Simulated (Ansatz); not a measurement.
Write the native input for Ansatz 0.2.0 that does the following.

```
Task                : relaxation of cell and atoms
Functional          : PBE
Potentials or basis : Ansatz PAW
Cutoff              : 420 eV (not typed: the program's choice for these potentials)
k mesh              : 12 × 12 × 12
Occupations         : fermi-dirac, width 0.05 eV
Spin                : collinear spin, ferromagnetic start
Starting moments    : [2.0, 0.0] μB
Hubbard terms       : Co d U = 3 eV
Hubbard projectors  : ortho-atomic (the default)
Double counting     : fll (the default)
```

CoO:

```
CELL_PARAMETERS angstrom
-1.50800 1.50800 2.10725
1.50800 -1.50800 2.10725
1.50800 1.50800 -2.10725
ATOMIC_POSITIONS crystal
Co 0.00000 0.00000 0.00000
O 0.50000 0.50000 0.00000
```

One way to write it, as run:

input.yaml

```yaml
crystal:
  lattice:
    - [-1.508, 1.508, 2.1072475377]
    - [1.508, -1.508, 2.1072475377]
    - [1.508, 1.508, -2.1072475377]
  atoms:
    - { symbol: Co, position: [0.0, 0.0, 0.0], spin: 2.0 }
    - { symbol: O, position: [0.5, 0.5, 0.0] }
hamiltonian:
  xc: pbe
  pseudopotentials: { kind: paw }
  hubbard: { sites: [{ species: Co, l: d, u_eff: 3.0 }] }
magnetization:
  spin_polarized: true
kpoints:
  mp_grid: { grid: [12, 12, 12] }
scf:
  occupations: { method: fermi_dirac, width: 0.05 }
output:
  forces: true
  stress: true
  eigenvalues: true
  write_density: true
  write_potential: true
  elf: true
  volumetric_format: npy
relax:
  f_tol: 0.01
  max_steps: 40
  cell: { stress_tol: 0.05 }
```

Potentials or basis: Ansatz PAW.

Run with:

```sh
$ ansatz run input.yaml --threads 2 --pin off --max-ram 5632MiB --backend cpu --events-out ev --progress --plain --runs-dir out
```

It gave:

| Property | Result |
| --- | --- |
| Relaxed volume | 10.10 Å³/atom |
| Relaxed cell | a = 3.072 Å, b = 3.042 Å, c = 3.042 Å, α = 119.37°, β = 120.32°, γ = 89.98° |
| Space group after relaxing (to 0.05 Å) | R-3m (No. 166) |
| Energy gained by relaxing | 110.1 meV/atom |
| Ionic steps | 20 |
| Pressure after relaxing | 0.0 GPa |
| Band gap on the k mesh | 1.13 eV, indirect (least direct gap 2.04 eV) |
| Net moment | 3.00 μB per cell |
| Absolute moment | 3.01 μB per cell |
| Site moments | Co +2.61; O +0.23 μB |

Caveat: the magnetic or orbital state may not be the lowest; the plane-wave basis is chosen anew once the cell has moved, so the energies of steps on either side of that aren't comparable; the pressure holds a Pulay correction of +0.7 GPa for the finite cutoff; a cell with one magnetic atom can't hold antiferromagnetic order, which such compounds often take.

It took 5.8 min on 2 threads of Arm Neoverse V2, on a shared host, peak memory 1.9 GiB.
